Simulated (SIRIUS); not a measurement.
Runs of SIRIUS 7.12.0 on SiO2. Symmetry: I4/mmm, No. 139, tetragonal system. The conventional cell has a = 8.944 Å, b = 8.944 Å, c = 5.224 Å, α = 90.00°, β = 90.00°, γ = 90.00°. Si (site symmetry m2m) is surrounded by 4 O at 1.60 to 1.61 Å. Around O (site symmetry m2m) lie 2 Si at 1.61 Å. Around O (site symmetry 2/m) lie 2 Si at 1.60 Å. The cell comes from a database or a generator and needn't be the stable form of this composition.

```tsv
level	gap on the mesh (eV)	pressure (GPa)	largest force (eV/Å)
PBE	5.50	3.3	0.19
BLYP	5.49	5.4	0.24
PBEsol	5.54	2.3	0.15
RPBE	5.55	(a)	0.22
PW91	(b)	3.2	0.18
LDA-PZ	5.25	1.8	0.13
LDA	5.25	(c)	0.12
revPBE	5.70	3.9	0.21
```

Alike in all rows: task single point; potentials or basis PseudoDojo 0.4.1 PBE standard (scalar relativistic); no spin polarisation; cell as given; k mesh 3 × 3 × 3; cutoff (eV) 1152; smearing fermi-dirac 0.05 eV; the mesh is coarse, so values aren't converged.

Q: Estimate the missing entries.

A: (a) 4.0; (b) 5.51; (c) 1.7.

Caveats: all runs use coarse meshes; the potentials were made for another functional, which shifts forces and pressure (some runs).

